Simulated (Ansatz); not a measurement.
Runs of Ansatz 0.2.0 on Os. It takes space group P6_3/mmc (No. 194, hexagonal). Conventional cell: a = 2.734 Å, b = 2.734 Å, c = 4.320 Å, α = 90.00°, β = 90.00°, γ = 120.00°. Os (site symmetry -6m2) has 12 Os at 2.68 to 2.73 Å as nearest neighbours. 

| task | level | potentials or basis | cell | k mesh | cutoff (eV) | q mesh | points for each segment of the path | gap on the mesh (eV) | pressure (GPa) | V0 of scaled cells (Å³/atom) | B0 (GPa) |
| --- | --- | --- | --- | --- | --- | --- | --- | --- | --- | --- | --- |
| relaxation of cell and atoms | BPBE | Ansatz PAW | relaxed | 11 × 11 × 6 | 420 | - | - | - | 0.0 | - | - |
| equation of state | PBE | PseudoDojo stringent | as given | 11 × 11 × 6 | 1007 | - | - | - | - | (c) | 398 |
| equation of state | PBE | Ansatz PAW | as given | 11 × 11 × 6 | 420 | - | - | - | - | 14.28 | 397 |
| phonons | PBEsol | Ansatz PAW | as given | 10 × 10 × 6 | 420 | 2 × 2 × 2 | 8 | none | - | - | - |
| band structure | PBEsol | Ansatz PAW | as given | 11 × 11 × 6 | 420 | - | 14 | none | -2.7 | - | - |
| band structure | PBE | JTH PAW | as given | 11 × 11 × 6 | 600 | - | 14 | none | (a) | - | - |
| equation of state | r2SCAN+D3(BJ) | Ansatz PAW | as given | 11 × 11 × 6 | 500 | - | - | - | - | 13.90 | (b) |

Alike in all rows: no spin polarisation; smearing fermi-dirac 0.05 eV.

Fill in the values left out.

(a) 9.0; (b) 438; (c) 14.26.

Caveats: the PAW data sets come from PBE, with cores solved anew for the run's functional, which leaves a small shift of forces and pressure (some runs); the cell was scaled at fixed shape and fractional positions, which overstates the stiffness of a crystal with free parameters, most of all of layers and chains (some runs); spin-orbit coupling is left out, which moves the levels of the heavy elements (some runs); the plane-wave basis is chosen anew once the cell has moved, so the energies of steps on either side of that aren't comparable (some runs); the PAW data sets were made with another functional, which shifts forces and pressure a little (some runs).

A k mesh can miss the band edges, and the runs leave out spin-orbit coupling on Os.

A gap of «none» marks a metal or a gap under the smearing width.

The runs don't all hold the same shells in valence.
